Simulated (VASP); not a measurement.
# CdSe (P6_3mc) in VASP: further runs, part 3 of 3

VASP 6.6.1.

## (4) Relaxation of cell and atoms, RPBE+D4

This run uses another cell than the first one, of 28.10 Å³/atom.

The input, INCAR:

```
SYSTEM = CdSe
PREC = Accurate ; ENCUT = 600
EDIFF = 1E-7 ; ISMEAR = -1
SIGMA = 0.05 ; LREAL = .False.
LASPH = .True. ; NELM = 60
ALGO = Normal ; ISIF = 3
LWAVE = .False. ; LCHARG = .False.
GGA = RP ; IVDW = 13
IBRION = 2 ; NSW = 60
EDIFFG = -0.01
```

The input, KPOINTS:

```
regular mesh
0
Gamma
  7 7 4
  0 0 0
```

The input, POSCAR:

```
CdSe
1.0
    4.3000000000      0.0000000000      0.0000000000
   -2.1500000000      3.7239092363      0.0000000000
    0.0000000000      0.0000000000      7.0200000000
Cd Se
2 2
Direct
    0.6666666667      0.3333333333      0.5000000000
    0.3333333333      0.6666666667      0.0000000000
    0.6666666667      0.3333333333      0.8850000000
    0.3333333333      0.6666666667      0.3850000000
```

Potentials or basis: VASP PAW PBE potentials, release 64 (Cd, Se).

On the command line:

```bash
$ cat potpaw_PBE.64/Cd/POTCAR potpaw_PBE.64/Se/POTCAR > POTCAR
$ mpirun -np 1 vasp_std > vasp.out
```

OUTCAR:

```text
SYSTEM = CdSe
   PREC = Accurate
   ENCUT = 600
   EDIFF = 1E-7
   ISMEAR = -1
   LREAL = .False.
   LASPH = .True.
   NELM = 60
   ISIF = 3
   GGA = RP
   IVDW = 13
   IBRION = 2
   NSW = 60
   EDIFFG = -0.01

 ion  position               nearest neighbor table
   1  0.667  0.333  0.500-   4 2.61   4 2.61   4 2.61   3 2.70
   2  0.333  0.667  0.000-   3 2.61   3 2.61   3 2.61   4 2.70
   3  0.667  0.333  0.885-   2 2.61   2 2.61   2 2.61   1 2.70
   4  0.333  0.667  0.385-   1 2.61   1 2.61   1 2.61   2 2.70

  LATTYP: Found a hexagonal cell.
 ALAT       =     4.3000000000
 C/A-ratio  =     1.6325581395

  Lattice vectors:

 A1 = (   4.3000000000,   0.0000000000,   0.0000000000)
 A2 = (  -2.1500000000,   3.7239092363,   0.0000000000)
 A3 = (   0.0000000000,   0.0000000000,   7.0200000000)

Analysis of symmetry for initial positions (statically):
=====================================================================
 Subroutine PRICEL returns:
 Original cell was already a primitive cell.

 Routine SETGRP: Setting up the symmetry group for a
 hexagonal supercell.

 Subroutine GETGRP returns: Found 12 space group operations
 (whereof  6 operations were pure point group operations)
 out of a pool of 24 trial point group operations.

The static configuration has the point symmetry C_3v.
 The point group associated with its full space group is C_6v.

Analysis of symmetry for dynamics (positions and initial velocities):
=====================================================================
 Subroutine PRICEL returns:
 Original cell was already a primitive cell.

 Routine SETGRP: Setting up the symmetry group for a
 hexagonal supercell.

 Subroutine GETGRP returns: Found 12 space group operations
 (whereof  6 operations were pure point group operations)
 out of a pool of 24 trial point group operations.

The dynamic configuration has the point symmetry C_3v.
 The point group associated with its full space group is C_6v.

 Subroutine INISYM returns: Found 12 space group operations
 (whereof  6 operations are pure point group operations),
 and found     1 'primitive' translations

----------------------------------------------------------------------------------------

                                     Primitive cell

  volume of cell :     112.4099

  direct lattice vectors                    reciprocal lattice vectors
     4.300000000  0.000000000  0.000000000     0.232558140  0.134267504  0.000000000
    -2.150000000  3.723909236  0.000000000     0.000000000  0.268535009  0.000000000
     0.000000000  0.000000000  7.020000000     0.000000000  0.000000000  0.142450142

  length of vectors
     4.300000000  4.300000000  7.020000000     0.268535009  0.268535009  0.142450142

  position of ions in fractional coordinates (direct lattice)
     0.666666667  0.333333333  0.500000000
     0.333333333  0.666666667  0.000000000
     0.666666667  0.333333333  0.885000000
     0.333333333  0.666666667  0.385000000

  ion indices of the primitive-cell ions
   primitive index   ion index
                 1           1
                 2           2
                 3           3
                 4           4

----------------------------------------------------------------------------------------

 KPOINTS: regular mesh

Automatic generation of k-mesh.
 Grid dimensions read from file:
 generate k-points for:    7    7    4

 Generating k-lattice:

  Cartesian coordinates                     Fractional coordinates (reciprocal lattice)
     0.033222591  0.019181072  0.000000000     0.142857143  0.000000000  0.000000000
     0.000000000  0.038362144  0.000000000     0.000000000  0.142857143  0.000000000
     0.000000000  0.000000000  0.035612536     0.000000000  0.000000000  0.250000000

  Length of vectors
     0.038362144  0.038362144  0.035612536

  Shift w.r.t. Gamma in fractional coordinates (k-lattice)
     0.000000000  0.000000000  0.000000000

 Subroutine IBZKPT returns following result:
 ===========================================

 Found     24 irreducible k-points:

 Following reciprocal coordinates:
            Coordinates               Weight
  0.000000  0.000000  0.000000      1.000000
  0.142857  0.000000  0.000000      6.000000
  0.285714 -0.000000  0.000000      6.000000
  0.428571 -0.000000  0.000000      6.000000
  0.142857  0.142857  0.000000      6.000000
  0.285714  0.142857  0.000000     12.000000
[... 16 lines left out ...]
  0.428571  0.142857  0.500000      6.000000
  0.285714  0.285714  0.500000      6.000000
   k-points           NKPTS =     24   k-points in BZ     NKDIM =     24   number of bands    NBANDS=     22
   number of dos      NEDOS =    301   number of ions     NIONS =      4
   total plane-waves  NPLWV =  72576
   dimension x,y,z NGX =    36 NGY =   36 NGZ =   56
   dimension x,y,z NGXF=    72 NGYF=   72 NGZF=  112
   ions per type =               2   2
   NGX,Y,Z   is equivalent  to a cutoff of  13.92, 13.92, 13.26 a.u.
   NGXF,Y,Z  is equivalent  to a cutoff of  27.84, 27.84, 26.52 a.u.
 SYSTEM =  CdSe
   PREC   = accura    normal or accurate (medium, high low for compatibility)
   ISTART =      0    job   : 0-new  1-cont  2-samecut
   ICHARG =      2    charge: 1-file 2-atom 10-const
   ISPIN  =      1    spin polarized calculation?
   LNONCOLLINEAR =      F non collinear calculations
   LSORBIT =      F    spin-orbit coupling
   LASPH  =      T    aspherical Exc in radial PAW
   ENCUT  =  600.0 eV  44.10 Ry    6.64 a.u.   8.59  8.59 14.02*2*pi/ulx,y,z
   NELM   =     60;   NELMIN=  2; NELMDL= -5     # of ELM steps
   EDIFF  = 0.1E-06   stopping-criterion for ELM
   LREAL  =      F    real-space projection
   EDIFFG = -.1E-01   stopping-criterion for IOM
   NSW    =     60    number of steps for IOM
   IBRION =      2    ionic relax: 0-MD 1-quasi-New 2-CG
   NFREE  =      1    steps in history (QN), initial steepest desc. (CG)
   ISIF   =      3    stress and relaxation
   ISYM   =      2    0-nonsym 1-usesym 2-fastsym
   POTIM  = 0.5000    time-step for ionic-motion
   TEBEG  =    0.0;   TEEND  =   0.0 temperature during run
   PSTRESS=    0.0 pullay stress
   NELECT =      36.0000    total number of electrons
   NUPDOWN=      -1.0000    fix difference up-down
   EMIN   =  10.00;   EMAX   =-10.00  energy-range for DOS
   EFERMI =   0.00;   METHOD = LEGACY
   ISMEAR =    -1;   SIGMA  =   0.05  broadening in eV -4-tet -1-fermi 0-gaus
   EFERMI_NEDOS =   21; number of points for ismear=-14 and -15
   IALGO  =     38    algorithm
   IMIX   =      4    mixing-type and parameters
     AMIX     =   0.40;   BMIX     =  1.00
     AMIX_MAG =   1.60;   BMIX_MAG =  1.00
  volume/ion in A,a.u.               =      28.10       189.64
  Fermi-wavevector in a.u.,A,eV,Ry     =   1.120059  2.116604 17.068937  1.254531
  Thomas-Fermi vector in A             =   2.256702
   LORBIT       =      0    0 simple, 1 ext, 2 COOP (PROOUT), +10 PAW based schemes
   GGA     = RP    functional components
   LHFCALC =     F    Hartree Fock is set to
   AEXX    =    0.0000 exact exchange contribution
   IVDW    =    13    specifies the selected vdW correction
   LEPSILON=     F    determine dielectric tensor
   LRPA    =     F    only Hartree local field effects (RPA)
 conjugate gradient relaxation of ions
 non-spin polarized calculation
  energy-cutoff  :      600.00
  volume of cell :      112.41
 maximum number of plane-waves:      3791
 NGX is ok and might be reduce to    36
   NGX = 17   NGY = 17   NGZ = 29

--------------------------------------- Ionic step        1  -------------------------------------------

 number of electron      35.9999991 magnetization

 Free energy of the ion-electron system (eV)
  ---------------------------------------------------
  ext. energy  EPLUGINS =         0.00000000
  ---------------------------------------------------
  free energy    TOTEN  =        -9.55054018 eV

  energy without entropy =       -9.55053695  energy(sigma->0) =       -9.55053856

------------------------ aborting loop because EDIFF is reached ----------------------------------------

  DFT-D4 for vdW energy calculation

  Edisp (eV):   -2.38795
[... 111 lines left out ...]
  FREE ENERGIE OF THE ION-ELECTRON SYSTEM (eV)
  ---------------------------------------------------
  free  energy   TOTEN  =       -11.9653003818 eV

  energy  without entropy=      -11.9652941645  energy(sigma->0) =      -11.96529727

[... ionic steps 4 to 7 ...]

--------------------------------------- Ionic step        8  -------------------------------------------

 number of electron      36.0000005 magnetization

------------------------ aborting loop because EDIFF is reached ----------------------------------------
[... 79 lines left out ...]
--------------------------------------- Ionic step       10  -------------------------------------------

 number of electron      36.0000005 magnetization

 Free energy of the ion-electron system (eV)
  ---------------------------------------------------
  ext. energy  EPLUGINS =         0.00000000
  ---------------------------------------------------
  free energy    TOTEN  =        -9.64371311 eV

  energy without entropy =       -9.64370682  energy(sigma->0) =       -9.64370997

 E-fermi :   1.3236     XC(G=0):  -8.5402

 val. band max:        0.8944902638   @ k =   0.0000   0.0000   0.0000
 cond. band min:       1.6901439272   @ k =   0.0000   0.0000   0.0000
 fundamental gap:      0.7956536634
 Fermi energy:         1.3236339219

 k-point     1 :       0.0000    0.0000    0.0000
  band No.  band energies     occupation
      1     -11.5346      2.00000
      2     -11.1811      2.00000
      3      -6.9644      2.00000
      4      -6.9597      2.00000
      5      -6.9597      2.00000
      6      -6.8962      2.00000
[... 624 lines left out ...]
  FREE ENERGIE OF THE ION-ELECTRON SYSTEM (eV)
  ---------------------------------------------------
  free  energy   TOTEN  =       -11.9678285769 eV

  energy  without entropy=      -11.9678222796  energy(sigma->0) =      -11.96782543

 reached required accuracy - stopping structural energy minimisation
```

CONTCAR:

```text
CdSe
   1.00000000000000
     4.3364783349049905    0.0000000000000000    0.0000000000000000
    -2.1682391674524952    3.7555004010161488   -0.0000000000000000
     0.0000000000000000    0.0000000000000000    7.0613350568994733
  Cd              Se
     2     2
Direct
     0.6666666667000030    0.3333333332999970    0.5043873374487803
     0.3333333332999970    0.6666666667000030    0.0043873374487802
     0.6666666667000030    0.3333333332999970    0.8806126625512177
     0.3333333332999970    0.6666666667000030    0.3806126625512178

  0.00000000E+00  0.00000000E+00  0.00000000E+00
  0.00000000E+00  0.00000000E+00  0.00000000E+00
  0.00000000E+00  0.00000000E+00  0.00000000E+00
  0.00000000E+00  0.00000000E+00  0.00000000E+00
```

Wall time 7.2 min (1 thread of Intel Xeon Platinum 8259CL at 2.50GHz (Skylake/Cascade Lake), shared host); peak memory 0.3 GiB.

What came out:

```
Free energy                           : -11.9678 eV
Relaxed volume                        : 28.75 Å³/atom
Relaxed cell                          : a = 4.336 Å, b = 4.336 Å, c = 7.061 Å, α = 90.00°, β = 90.00°, γ = 120.00°
Space group after relaxing (to 0.1 Å) : P6_3mc (No. 186)
Energy gained by relaxing             : 7.3 meV/atom
Ionic steps                           : 10
Pressure after relaxing               : 0.0 GPa
Band gap on the k mesh                : 0.80 eV
Dispersion energy per atom            : -0.581 eV
```

Step by step:
| step | energy change (eV) | largest force (eV/Å) | pressure (GPa) | volume (Å³) |
| --- | --- | --- | --- | --- |
| 1 | 0.0000 | 0.2935 | 1.25 | 112.41 |
| 2 | -0.0257 | 0.0158 | -0.41 | 116.00 |
| 3 | -0.0268 | 0.0633 | -0.15 | 115.37 |
| 4 | -0.0276 | 0.0328 | 0.01 | 114.98 |
| 5 | -0.0276 | 0.0157 | 0.09 | 114.77 |
| 6 | -0.0283 | 0.0108 | 0.09 | 114.78 |
| 7 | -0.0293 | 0.0055 | 0.08 | 114.81 |
| 8 | -0.0293 | 0.0095 | 0.08 | 114.81 |
| 9 | -0.0292 | 0.0089 | -0.10 | 115.25 |
| 10 | -0.0293 | 0.0016 | 0.00 | 115.00 |

Final structure:
```
Cd Se
1.0
     4.33648    0.00000    0.00000
    -2.16824    3.75550    0.00000
     0.00000    0.00000    7.06134
Cd Se
2 2
Direct
  0.66667 0.33333 0.50439
  0.33333 0.66667 0.00439
  0.66667 0.33333 0.88061
  0.33333 0.66667 0.38061
```

Caveat: the PAW data sets were made with another functional, which shifts forces and pressure a little. Zero-point motion and thermal expansion aren't in these numbers.

## (5) Single point, PBE, non-collinear spin, zero start, spin-orbit coupling

This run uses another cell than the first one, of 28.10 Å³/atom.

The input, INCAR:

```
ALGO = Normal
EDIFF = 1E-6
ENCUT = 520
GGA = PE
GGA_COMPAT = False
ISIF = 2
ISMEAR = -1
LASPH = True
LCHARG = False
LORBIT = 11
LORBMOM = True
LREAL = False
LSORBIT = True
LWAVE = False
MAGMOM = 0 0 0 0 0 0 0 0 0 0 0 0
NBANDS = 50
NELM = 150
PREC = Accurate
SIGMA = 0.05
```

The input, KPOINTS:

```
k-points
0
Gamma
  5 5 3
```

POSCAR is that of step 4.

On the command line:

```bash
$ cat potpaw_PBE.64/Cd/POTCAR potpaw_PBE.64/Se/POTCAR > POTCAR
$ mpirun -np 1 vasp_ncl > vasp.out
```

Wall time 3.2 min (1 thread of Intel Xeon Platinum 8259CL at 2.50GHz (Skylake/Cascade Lake), shared host); peak memory 0.5 GiB.

Results (log left out):

```
Free energy                                           : -10.9863 eV
Pressure                                              : 3.4 GPa
Largest force                                         : 0.295 eV/Å
Net moment                                            : 0.00 μB per cell
Valence electrons inside the program's atomic spheres : Cd 10.32; Se 3.87
```

Forces in eV/Å, atoms in the order of the input:
```
Cd   0.000  0.000  0.295
Cd   0.000  0.000  0.295
Se   0.000  0.000 -0.295
Se   0.000  0.000 -0.295
```

Stress tensor (GPa, compression positive):
```
4.07 0.00 0.00
0.00 4.07 0.00
0.00 0.00 1.91
```

Moments on the atoms (μB; x, y, z):
```
Cd  0.00 0.00 0.00
Cd  0.00 0.00 0.00
Se  0.00 0.00 0.00
Se  0.00 0.00 0.00
```

Caveat: the cell stands under pressure.

## (6) Single point, RPBE+D3(BJ)

This run uses another cell than the first one, of 26.23 Å³/atom.

The input, INCAR:

```
  PREC = Accurate
  ENCUT = 520
  EDIFF = 1E-6
  ISMEAR = -1
  SIGMA = 0.05
  LREAL = False
  LASPH = True
  NELM = 80
  ALGO = Normal
  ISIF = 2
  LWAVE = False
  LCHARG = False
  GGA = RP
  IVDW = 12
  NBANDS = 26
```

The input, KPOINTS:

```
regular mesh
0
Gamma
  7 7 4
```

The input, POSCAR:

```
CdSe
1.0
    4.2222320148      0.0000000000      0.0000000000
   -2.1111160074      3.6565601855      0.0000000000
    0.0000000000      0.0000000000      6.7950157012
Cd Se
2 2
Direct
    0.6666666667      0.3333333333      0.5027175866
    0.3333333333      0.6666666667      0.0027175866
    0.6666666667      0.3333333333      0.8822824134
    0.3333333333      0.6666666667      0.3822824134
```

Potentials or basis: VASP PAW PBE potentials, release 64 (Cd, Se).

On the command line:

```bash
$ cat potpaw_PBE.64/Cd/POTCAR potpaw_PBE.64/Se/POTCAR > POTCAR
$ mpirun -np 1 vasp_std > vasp.out
```

Wall time 23 s (1 thread of Intel Xeon 6975P-C (Granite Rapids), shared host); peak memory 0.26 GiB.

It converged, with:

| Property | Result |
| --- | --- |
| Free energy | -14.8084 eV |
| Pressure | 0.4 GPa |
| Band gap on the k mesh | 1.03 eV |
| Dispersion energy per atom | -1.398 eV |

Levels at points of the mesh, in eV from the valence-band top:
```
           k point  band 14  band 15  band 16  band 17  band 18  band 19  band 20  band 21  band 22  band 23
(0.00, 0.00, 0.00)    -0.88    -0.88     0.00     0.00     0.00     1.03     2.30     5.89     5.89     6.37
(0.00, 0.00, 0.50)    -2.72    -0.46    -0.46    -0.46    -0.46     2.61     2.61     6.15     6.15     6.30
```

Caveat: the PAW data sets were made with another functional, which shifts forces and pressure a little.

## (7) The runs side by side

```tsv
task	level	spin	cell	k mesh	cutoff (eV)	grid for exact exchange (PRECFOCK)	share of exact exchange	screening parameter	gap on the mesh (eV)	pressure (GPa)	moment (μB)	largest force (eV/Å)
single point	PBEsol	non-collinear, zero start, SOC	a = 4.328, b = 4.328, c = 7.066 Å, angles 90.0, 90.0, 120.0°, 4 atoms, atomic positions A	7 × 7 × 4	520	-	-	-	-	-0.5	0.00	0.25
single point	HSE06	off	a = 4.355, b = 4.355, c = 7.075 Å, angles 90.0, 90.0, 120.0°, 4 atoms, atomic positions B	4 × 4 × 2	400	Normal	0.25	0.2079 1/Å	1.55	-0.3	-	-
relaxation of cell and atoms	RPBE+D4	off	relaxed from a = 4.300, b = 4.300, c = 7.020 Å, angles 90.0, 90.0, 120.0°, 4 atoms, atomic positions A	7 × 7 × 4	600	-	-	-	0.80	0.0	-	-
single point	PBE	non-collinear, zero start, SOC	a = 4.300, b = 4.300, c = 7.020 Å, angles 90.0, 90.0, 120.0°, 4 atoms, atomic positions A	5 × 5 × 3	520	-	-	-	-	3.4	0.00	0.29
single point	RPBE+D3(BJ)	off	a = 4.222, b = 4.222, c = 6.795 Å, angles 90.0, 90.0, 120.0°, 4 atoms, atomic positions C	7 × 7 × 4	520	-	-	-	1.03	0.4	-	-
```

Alike in all rows: potentials or basis VASP PAW PBE potentials, release 64 (Cd, Se); smearing fermi-dirac 0.05 eV.

Caveats: some runs use coarse meshes; the PAW data sets were made with another functional, which shifts forces and pressure a little (at least some runs); the cell stands under pressure (at least some runs).

Total energies depend on the potentials used, so only differences within one code and one set of settings carry meaning.

## (8) Comparison with measurements

Step 6. Measured gap of CdSe: 1.841 eV (2 K; a printed reference work, data compilation). This calculation gives 1.03 eV (-0.82 eV). Spin-orbit coupling on Cd, Se is left out. The value is that of RPBE+D3(BJ), without temperature or zero-point motion. Semilocal functionals fall short of measured gaps as a rule.
